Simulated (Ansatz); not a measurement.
We consider chalcopyrite CuInS2, described by r²SCAN (Ansatz, an electronic-structure program, PAW).

Settings: plane-wave cutoff 560 eV, 10×10×10 k mesh, Fermi–Dirac smearing 0.01 eV, no spin polarisation, scalar-relativistic PAW data made under PBE.

On both sides of the equilibrium volume: at 20.787 Å³/atom the pressure is 1.56 GPa and the direct gap at Γ 0.422 eV; at 21.636 Å³/atom they are -1.39 GPa and 0.298 eV. The fitted bulk modulus is 73.6 GPa.

Problem. Work out the volume deformation potential of this gap and its pressure coefficient, in two ways.

Solution. a_V = dE_g/d ln V = (0.298 − 0.422)/ln(21.636/20.787) = -3.10 eV. Since dP = −B d ln V, dE_g/dP = −a_V/B = 42 meV/GPa. Straight from the pressures: (0.422 − 0.298)/(1.56 − (-1.39)) = 42 meV/GPa. At this level and over this range the gap at Γ widens under pressure.

Spin–orbit coupling is not included.
